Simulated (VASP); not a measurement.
# Ge, vacuum levels of a slab or layer: which settings are enough?

Ge, slab, 8 atoms in the cell. RPBE; PAW potentials Ge_d (PBE set). VASP 6.6.1.

Wanted: face levels within 0.04 eV; energy within 2 meV/atom; forces within 0.02 eV/Å.

Crystal: Ge, P6_3/mmc; Face: (1 0 1); Atomic planes: 8; Dipole correction: yes.

Face levels: vacuum level at each face, counted from the Fermi level.

POSCAR of the starting run:
```
Ge
1.0
    7.8852315802      0.0000000000      0.0000000000
    1.0621273494      3.9524834887      0.0000000000
    0.0000000000      0.0000000000     20.7512716841
Ge
8
Direct
    0.0827748198      0.3650625851      0.3614236329
    0.7633063517      0.0247968292      0.4874021490
    0.5929449500      0.6099775200      0.4559516188
    0.0568386453      0.8780306823      0.4307559168
    0.2994126563      0.7567436668      0.5125978510
    0.9799441882      0.4164779109      0.6385763671
    0.8095827865      0.0016586018      0.6071258369
    0.2734764818      0.2697117641      0.5819301349
```

The series start from vacuum (Å): 15; correction: LDIPOL, IDIPOL 3, DIPOL, AMIN 0.01; k spacing (1/Å): 0.3; Cutoff ENCUT (eV): 400; SCF threshold EDIFF (eV): 1e-6; PREC: Accurate; LREAL: .FALSE.; ALGO: Normal. Each series keeps the choices made before it, and each single choice may use up half of a tolerance.

## Vacuum (Å)

| Vacuum (Å) | Face levels, largest deviation (eV) | Energy less reference (meV/atom) | Forces, largest deviation (eV/Å) | SCF iterations | Time (s) |
|---|---|---|---|---|---|
| 6 | 0.012 | -1.7 | 0.034 | 19 | 47 |
| 8 | 0.007 | -0.6 | 0.004 | 21 | 60 |
| 10 | 0.007 | -0.4 | 0.002 | 23 | 74 |
| 12 | 0.001 | -0.2 | 0.001 | 27 | 98 |
| 15 | 0.000 | -0.1 | 0.001 | 31 | 131 |
| 20 | 0.001 | 0.0 | 0.004 | 35 | 201 |
| 25 (reference) | 0.000 | 0.0 | 0.000 | 38 | 297 |

Chosen: 8, the loosest value from which every tighter one stays within half of the tolerance.

## Correction

| Correction | Face levels, largest deviation (eV) | Energy less reference (meV/atom) | Forces, largest deviation (eV/Å) | SCF iterations | Time (s) |
|---|---|---|---|---|---|
| LDIPOL, IDIPOL 3, DIPOL, AMIN 0.01 | 0.000 | 0.0 | 0.000 | 21 | 60 |
| LDIPOL, default AMIN | 0.000 | 0.0 | 0.000 | 20 | 58 |
| LDIPOL, no DIPOL | no result | no result | no result | 150 | 473 |
| IDIPOL 3 alone (energy only) | 0.035 | 0.0 | 0.001 | 20 | 59 |
| kernel truncation, coarsened | 0.016 | 0.5 | 0.001 | 20 | 62 |
| kernel truncation, full padding | 0.002 | 0.4 | 0.000 | 20 | 65 |

Chosen: LDIPOL, IDIPOL 3, DIPOL, AMIN 0.01; no other choice that stays within half of the tolerance saves 30 % of the time.

## k spacing (1/Å)

| k spacing (1/Å) | Face levels, largest deviation (eV) | Energy less reference (meV/atom) | Forces, largest deviation (eV/Å) | SCF iterations | Time (s) |
|---|---|---|---|---|---|
| 0.6 | 0.007 | 57.1 | 0.202 | 21 | 25 |
| 0.45 | 0.039 | 16.4 | 0.220 | 21 | 25 |
| 0.3 | 0.017 | 3.8 | 0.043 | 21 | 60 |
| 0.22 | 0.005 | 0.7 | 0.031 | 21 | 75 |
| 0.16 (reference) | 0.000 | 0.0 | 0.000 | 21 | 166 |

Chosen: 0.16; the next looser run is off by more than half of the tolerance, so convergence isn't shown beyond this value.

## Cutoff ENCUT (eV)

| Cutoff ENCUT (eV) | Face levels, largest deviation (eV) | Energy less reference (meV/atom) | Forces, largest deviation (eV/Å) | SCF iterations | Time (s) |
|---|---|---|---|---|---|
| 250 | 0.003 | 102.2 | 0.018 | 21 | 91 |
| 310 | 0.000 | 3.2 | 0.002 | 21 | 112 |
| 360 | 0.000 | 1.2 | 0.003 | 21 | 176 |
| 400 | 0.000 | 1.9 | 0.003 | 21 | 166 |
| 460 | 0.000 | 1.2 | 0.004 | 21 | 153 |
| 550 (reference) | 0.000 | 0.0 | 0.000 | 21 | 246 |

Chosen: 550; the next looser run is off by more than half of the tolerance, so convergence isn't shown beyond this value.

## SCF threshold EDIFF (eV)

| SCF threshold EDIFF (eV) | Face levels, largest deviation (eV) | Energy less reference (meV/atom) | Forces, largest deviation (eV/Å) | SCF iterations | Time (s) |
|---|---|---|---|---|---|
| 0.001 | 0.071 | 0.1 | 0.024 | 13 | 169 |
| 0.0001 | 0.002 | 0.0 | 0.001 | 17 | 209 |
| 1e-5 | 0.001 | 0.0 | 0.001 | 19 | 232 |
| 1e-6 | 0.000 | 0.0 | 0.000 | 21 | 246 |
| 1e-7 (reference) | 0.000 | 0.0 | 0.000 | 23 | 255 |

Chosen: 0.0001.

## PREC

| PREC | Face levels, largest deviation (eV) | Energy less reference (meV/atom) | Forces, largest deviation (eV/Å) | SCF iterations | Time (s) |
|---|---|---|---|---|---|
| Accurate | 0.000 | 0.0 | 0.000 | 17 | 209 |
| Normal | 0.000 | 0.0 | 0.002 | 17 | 120 |

Chosen: Normal, the fastest of those that stay within half of the tolerance.

## LREAL

| LREAL | Face levels, largest deviation (eV) | Energy less reference (meV/atom) | Forces, largest deviation (eV/Å) | SCF iterations | Time (s) |
|---|---|---|---|---|---|
| .FALSE. | 0.000 | 0.0 | 0.000 | 17 | 120 |
| Auto | 0.000 | -0.4 | 0.002 | 17 | 91 |

Chosen: Auto; it saves 29.0 s of 120, so .FALSE. would do nearly as well.

## ALGO

| ALGO | Face levels, largest deviation (eV) | Energy less reference (meV/atom) | Forces, largest deviation (eV/Å) | SCF iterations | Time (s) |
|---|---|---|---|---|---|
| Normal | 0.000 | 0.0 | 0.000 | 17 | 91 |
| Fast | 0.003 | 0.0 | 0.001 | 15 | 73 |
| All | 0.007 | 0.0 | 0.023 | 17 | 78 |

Chosen: Fast; it saves 17.8 s of 91, so Normal would do nearly as well.

## All choices together

| Input | Face levels, largest deviation (eV) | Energy less reference (meV/atom) | Forces, largest deviation (eV/Å) | Time (s) |
|---|---|---|---|---|
| starting input without the dipole correction (naive) | 0.053 | 5.6 | 0.045 | 136 |
| chosen settings | 0.011 | -1.1 | 0.007 | 73 |
| reference settings throughout | 0.000 | 0.0 | 0.000 | 1181 |

The chosen settings stay within the tolerance of the reference run, but the reference itself isn't shown to be converged in: k spacing (1/Å), Cutoff ENCUT (eV).

Values of the reference run: Face levels: 4.635, 4.515 eV.

## The input

INCAR:
```
  ALGO = Fast
  AMIN = 0.01
  DIPOL = 0.5 0.5 0.5
  EDIFF = 1E-4
  ENCUT = 550
  GGA = RP
  IDIPOL = 3
  ISMEAR = 0
  KPAR = 4
  LASPH = True
  LCHARG = False
  LDIPOL = True
  LREAL = Auto
  LVACPOTAV = True
  LVHAR = True
  LWAVE = False
  NELM = 150
  PREC = Normal
  SIGMA = 0.1
```

KPOINTS:
```
Automatic mesh
0
Gamma
  6 10 1
  0 0 0
```

POSCAR:
```
Ge
1.0
    7.8852315802      0.0000000000      0.0000000000
    1.0621273494      3.9524834887      0.0000000000
    0.0000000000      0.0000000000     13.7512716841
Ge
8
Direct
    0.0827748198      0.3650625851      0.2908821883
    0.7633063517      0.0247968292      0.4809892907
    0.5929449500      0.6099775200      0.4335290622
    0.0568386453      0.8780306823      0.3955076436
    0.2994126563      0.7567436668      0.5190107093
    0.9799441882      0.4164779109      0.7091178117
    0.8095827865      0.0016586018      0.6616575832
    0.2734764818      0.2697117641      0.6236361645
```

Commands:
```
cat potpaw_PBE.64/Ge_d/POTCAR > POTCAR
mpirun -np 4 vasp_std > vasp.out
```

Limits: The program found no field-free region, so the vacuum level is rough; at EDIFF = 0.0001 other algorithms or programs end up to 1.1 times the tolerance apart, so this threshold passes by luck, and a tighter one is safer.

The chosen input took VASP 6.6.1 73 s on 4 cores (Intel Xeon 6975P-C (Granite Rapids)), a shared host.

## An input that fails: vacuum far too thin for the dipole correction

It runs to its end, but against the unchanged starting input it is off by 0.733 eV in the face levels, 68.4 meV/atom in the energy, 0.640 eV/Å in the forces.

Vacuum (Å): 15 becomes 3.
